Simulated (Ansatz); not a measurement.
# Ti: substituted relatives

One table from this session's results is given with a row withheld; the runs are named, their logs left out.

Computed with Ansatz 0.2.0 (DFT PBEsol, scalar-relativistic, plane waves, PAW, unless a step's input says otherwise).

## The system as given

It takes space group Fm-3m (No. 225, cubic). The conventional cell has a = 4.056 Å, b = 4.056 Å, c = 4.056 Å, α = 90.00°, β = 90.00°, γ = 90.00°. Ti (site symmetry m-3m) is surrounded by 12 Ti at 2.87 Å.

As a file:

```
CELL_PARAMETERS angstrom
0.00000 2.02792 2.02792
2.02792 0.00000 2.02792
2.02792 2.02792 0.00000
ATOMIC_POSITIONS crystal
Ti 0.00000 0.00000 0.00000
```

It is the result of an earlier relaxation at this level (volume 16.68 Å³/atom; gap on the mesh: none (metal)).

Set-up of the first run:

input.yaml

```yaml
crystal:
  lattice:
    - [0.0, 1.9041912735, 1.9041912735]
    - [1.9041912735, 0.0, 1.9041912735]
    - [1.9041912735, 1.9041912735, 0.0]
  atoms:
    - { symbol: Ru, position: [0.0, 0.0, 0.0] }
basis:
  ecutwfc: 420
kpoints:
  mp_grid: { grid: [8, 8, 8] }
hamiltonian:
  xc: pbesol
scf:
  occupations: { method: gaussian, width: 0.1 }
output:
  forces: true
  stress: true
  eigenvalues: true
```

On the command line:

```sh
$ ansatz run input.yaml --threads 1 --pin off --max-ram 2560MiB --backend cpu --events-out ev --progress --plain --runs-dir out
```

Steps of the session up to this table: Quick check of gap, pressure and forces (Ru); Rough relaxation on the coarse mesh (Ru); Relaxing cell and atoms (Ru); Probe: one point at the start (V); Rough relaxation on the coarse mesh (V); Relaxing cell and atoms (V).

One of the session's tables, all rows but one given; the rest of the session is left out.

Lengths are those of the vectors of the cell that was run:

```
   swap  volume (Å³/atom)  a (Å)  b (Å)  c (Å)
   none             16.68  2.868  2.868  2.868
Ti → Mn                 ?      ?      ?      ?
Ti → Sn             26.49  3.346  3.346  3.346
Ti → Ru             13.38  2.665  2.665  2.665
 Ti → V             13.38  2.665  2.665  2.665
```

**Question.** Estimate the row for Ti → Mn.

**Answer.** volume (Å³/atom): 10.36; a (Å): 2.447; b (Å): 2.447; c (Å): 2.447. In the column «volume (Å³/atom)» it is the lowest.

Lengths are those of the computed cell. Rows of earlier swaps come from the sessions before.

Caveats from the session: Warnings in the runs' records: seeded moment not kept.
